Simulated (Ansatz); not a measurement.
**HfO₂: energy along a strain**

HfO₂, Fm-3m, a = 5.115 Å (as given, not relaxed at this level: -10.2 GPa). This isn't the usual stable structure of the compound. Ansatz: PBEsol, PAW, 420 eV, Γ-centred 8×8×8 mesh on 3 atoms, Gaussian smearing 0.05 eV; no spin polarisation. Cell vectors (Å): 0.000 2.558 2.558; 2.558 0.000 2.558; 2.558 2.558 0.000. The cell is strained by x per cent times the pattern (1 -1 0 0 0 0) in the order xx yy zz yz xz xy (engineering shears), with fractional coordinates held. y is the free energy over the start, V0 = 11.152 Å³/atom. Symmetry makes y even in x. Points with a strain past 8.5 % were computed too (2) and aren't used here.

| x (%) | y (meV/atom) |
| --- | --- |
| -5.00 | 75.92 |
| 0.00 | 0.00 |
| 1.25 | 4.67 |
| 2.50 | 18.84 |
| 3.75 | 42.52 |
| 6.25 | 119.19 |
| 7.50 | ? |

Problem. Fit y = c2 x² + c4 x⁴ to the other rows, get the stiffness along the pattern, and predict the missing energy.

Solution. Least squares on the rows shown. y = 3.0088 x² + 0.0010898 x⁴. The clamped-ion stiffness p·C·p = 2 × 30.09 eV × 160.2 / 11.152 Å³ = 864 GPa (second derivative at the start, which stands under stress). At x = 7.50 the fit asked for gives 172.69 meV/atom. The run gave 172.64 meV/atom, so the fit is 0.05 meV/atom too high, a small miss on the scale of the series.

Spin–orbit coupling is left out, which can shift energies with elements as heavy as these.